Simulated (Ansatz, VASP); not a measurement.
# Two plane-wave programs on InAs

The input INCAR:

```
SYSTEM = InAs
  PREC = Accurate
  ENCUT = 520
  EDIFF = 1E-6
  ISMEAR = 0
  SIGMA = 0.05
  LREAL = .False.
  LASPH = .True.
  NELM = 60
  ALGO = Normal
  ISIF = 2
  LWAVE = .False.
  LCHARG = .False.
  GGA = PS
  NBANDS = 16
```

Contents of KPOINTS:

```
Automatic mesh
0
Gamma
  8 8 8
  0 0 0
```

File POSCAR:

```
InAs
1.0
    0.0000000000      3.0180000000      3.0180000000
    3.0180000000      0.0000000000      3.0180000000
    3.0180000000      3.0180000000      0.0000000000
In As
1 1
Direct
    0.0000000000      0.0000000000      0.0000000000
    0.7500000000      0.7500000000      0.7500000000
```

File input.yaml:

```yaml
crystal:
  lattice:
    - [0.0, 3.018, 3.018]
    - [3.018, 0.0, 3.018]
    - [3.018, 3.018, 0.0]
  atoms:
    - { symbol: In, position: [0.0, 0.0, 0.0] }
    - { symbol: As, position: [0.75, 0.75, 0.75] }
hamiltonian:
  xc: pbesol
  pseudopotentials: { kind: paw }
kpoints:
  mp_grid: { grid: [8, 8, 8] }
scf:
  occupations: { method: gaussian, width: 0.05 }
output:
  forces: true
  stress: true
  eigenvalues: true
```

Alike in both runs: task single point; functional PBEsol; k mesh 8 × 8 × 8; occupations gaussian, width 0.05 eV; no spin polarisation.

|  | VASP | Ansatz |
| --- | --- | --- |
| version | VASP 6.6.1 | Ansatz 0.2.0 |
| potentials or method | VASP PAW PBE potentials, release 64 (In_d, As) | Ansatz PAW |
| plane-wave cutoff (eV) | 520 | 420 |
| valence electrons in the cell | 18 | 28 |

Ansatz gave:

| Quantity | Value |
| --- | --- |
| gap on the k mesh at the Fermi level (eV) | none |
| pressure (GPa) | 1.5 |

Question: Which values does VASP return?

Answer: gap on the k mesh at the Fermi level (eV): none; pressure (GPa): 1.6.

A gap of «none» marks a metal or a gap that the smearing closes. The two sets of potentials don't hold the same shells in valence.

Caveats: this crystal is a semiconductor, whose small gap the functional closes, so the metal is an error of the method; the PAW data sets were made with another functional, which shifts forces and pressure a little (VASP); the PAW data sets come from PBE, with cores solved anew for the run's functional, which leaves a small shift of forces and pressure (Ansatz).
